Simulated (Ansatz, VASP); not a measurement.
# Au in VASP and in Ansatz

```
Au
1.0
     2.85365    0.00000    0.00000
    -1.42682    2.47133    0.00000
     0.00000    0.00000    4.80049
Au
2
Direct
  0.33333 0.66667 0.75000
  0.66667 0.33333 0.25000
```

Alike in both runs: functional LDA; k mesh 18 × 18 × 10; occupations fermi-dirac, width 0.15 eV; no spin polarisation.

Ansatz relaxed the structure, and its values are those at the end. VASP's run is a single point on that final structure, the one shown.

```csv
,VASP,Ansatz
version,VASP 6.6.1,Ansatz 0.2.0
potentials or method,"VASP PAW LDA potentials, release 64 (Au)","scalar-relativistic, plane waves, PAW"
plane-wave cutoff (eV),520,420
valence electrons in the cell,22,38
```

```tsv
	VASP	Ansatz	Ansatz less VASP
gap on the k mesh at the Fermi level (eV)	none	none	-
pressure (GPa)	-3.1	-3.6	-0.46
```

A gap of «none» marks a metal or a gap that the smearing closes. The two sets of potentials don't hold the same shells in valence.

Spin-orbit coupling is left out, which matters for the levels of Au.
